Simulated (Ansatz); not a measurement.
# La2O3: the cost of one run

Method: DFT PBEsol, scalar-relativistic, in Ansatz 0.2.0.

## (1) Starting point

It takes space group P321 (No. 150, trigonal). Conventional cell: a = 3.930 Å, b = 3.930 Å, c = 6.120 Å, α = 90.00°, β = 90.00°, γ = 120.00°. Around La (site symmetry 3) lie 3 O at 2.14 Å. O (site symmetry 2) is surrounded by 2 O at 1.70 Å and 2 La at 2.14 Å.

As a file:

```xyz
5
Lattice="3.9300 0.0000 0.0000 -1.9650 3.4035 0.0000 0.0000 0.0000 6.1200" Properties=species:S:1:pos:R:3 pbc="T T T"
La    0.0000    2.2690    1.5300
La    1.9650    1.1345    4.5900
O     0.4913    0.8509    0.0000
O     2.9475    0.0000    0.0000
O    -1.4738    2.5526    0.0000
```

Atoms are numbered in the order of the input: La1, La2, O3, O4, O5.

## (2) Volume × 0.94, LAPW

Input file input.yaml:

```yaml
crystal:
  lattice:
    - [3.8497734764, 0.0, 0.0]
    - [-1.9248867382, 3.3340016294, 0.0]
    - [0.0, 0.0, 5.9950669853]
  atoms:
    - { symbol: La, position: [0.3333333333, 0.6666666667, 0.25] }
    - { symbol: La, position: [0.6666666667, 0.3333333333, 0.75] }
    - { symbol: O, position: [0.25, 0.25, 0.0] }
    - { symbol: O, position: [0.75, 0.0, 0.0] }
    - { symbol: O, position: [0.0, 0.75, 0.0] }
kpoints:
  mp_grid: { grid: [6, 6, 4] }
  band_path:
    path:
      - [0.0, 0.0, 0.0]
      - [0.5, 0.0, 0.0]
      - [0.3333333333, 0.3333333333, 0.0]
      - [0.0, 0.0, 0.0]
      - [0.0, 0.0, 0.5]
      - [0.5, 0.0, 0.5]
      - [0.3333333333, 0.3333333333, 0.5]
      - [0.0, 0.0, 0.5]
      - [0.5, 0.0, 0.5]
    npoints: 5
scf:
  occupations: { method: fermi_dirac, width: 0.02 }
hamiltonian:
  xc: pbesol
  pseudopotentials: { kind: all_electron, lapw: { basis_error: 0.001 } }
output:
  forces: true
  stress: true
  eigenvalues: true
```

The run is started by

```console
ansatz run input.yaml --threads 2 --pin off --max-ram 8192MiB --backend cpu --events-out ev --progress --plain --runs-dir out
```

What time and memory should one allow on 2 threads of Arm Neoverse V1, shared host?

About 1.7 min, with a peak of 0.56 GiB.
